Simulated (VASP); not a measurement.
**Nd: single point with RPBE**

Crystal: Nd.

```xyz
1
Lattice="-2.0755 2.0755 2.0755 2.0755 -2.0755 2.0755 2.0755 2.0755 -2.0755" Properties=species:S:1:pos:R:3 pbc="T T T"
Nd    0.0000    0.0000    0.0000
```

This isn't the form of Nd at room conditions, which is double hcp.

```yaml
Program: VASP 6.6.1
Task: single point
Functional: RPBE
Potentials_or_basis: VASP PAW PBE potentials, release 64 (Nd_3), 4f in core
Cutoff: 520 eV
k_mesh: 9 × 9 × 9
Occupations: gaussian, width 0.1 eV
Spin: collinear spin, ferromagnetic start
Starting_moments: "[3.0] μB"
Further_INCAR_settings: ALGO = Normal; EDIFF = 1e-06; NBANDS = 16
```

```json
{"Pressure": "1.3 GPa", "Band gap on the k mesh": "none (metal or under the smearing width)", "Net moment": "0.35 μB per cell", "Site moments": "Nd +0.17 μB", "Valence electrons inside the program's atomic spheres": "Nd 8.88"}
```

Levels at points of the mesh, in eV from the Fermi level:
Spin up:
```csv
k point,band 2,band 3,band 4,band 5,band 6,band 7,band 8,band 9,band 10,band 11
"(0.00, 0.00, 0.00)",-18.77,-18.77,-18.77,-4.12,1.27,1.27,1.27,3.51,3.51,9.23
```
Spin down:
```
           k point  band 1  band 2  band 3  band 4  band 5  band 6  band 7  band 8  band 9  band 10
(0.00, 0.00, 0.00)  -38.04  -18.67  -18.67  -18.67   -3.84    1.57    1.57    1.57    3.60     3.60
```

Run time: 26 s on 1 thread of AMD EPYC 9R45 (Zen 5), on a shared host, peak memory 0.15 GiB.

Caveat: the magnetic or orbital state may not be the lowest; the PAW data sets were made with another functional, which shifts forces and pressure a little; spin-orbit coupling is left out, which moves the levels of the heavy elements; the 4f electrons are frozen in the core as for a trivalent ion, so they carry no moment and show no levels. The state reached can hang on the start; a lower one may exist.
